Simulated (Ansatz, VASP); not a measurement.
Os: VASP beside Ansatz

```xyz
1
Lattice="0.0000 1.9012 1.9012 1.9012 0.0000 1.9012 1.9012 1.9012 0.0000" Properties=species:S:1:pos:R:3 pbc="T T T"
Os    0.0000    0.0000    0.0000
```

This isn't the form of Os at room conditions, which is hcp.

Alike in both runs: task relaxation of cell and atoms; functional LDA; k mesh 18 × 18 × 18; occupations gaussian, width 0.1 eV; no spin polarisation.

|  | VASP | Ansatz |
| --- | --- | --- |
| version | VASP 6.6.1 | Ansatz 0.2.0 |
| potentials or method | VASP PAW LDA potentials, release 64 (Os) | scalar-relativistic, plane waves, PAW |
| plane-wave cutoff (eV) | 600 | 420 |
| valence electrons in the cell | 8 | 16 |

Ansatz gave:

```
gap on the k mesh at the Fermi level, each at its own relaxed structure (eV) : none
relaxed volume (Å³/atom)                                                     : 13.74
relaxed cell length with the largest relative difference (Å)                 : 2.689
```

Problem. What did VASP give for the same quantities?

Solution. gap on the k mesh at the Fermi level, each at its own relaxed structure (eV): none; relaxed volume (Å³/atom): 13.78; relaxed cell length with the largest relative difference (Å): 2.691.

A gap of «none» marks a metal or a gap that the smearing closes. The two sets of potentials don't hold the same shells in valence.

Spin-orbit coupling is left out, which matters for the levels of Os.
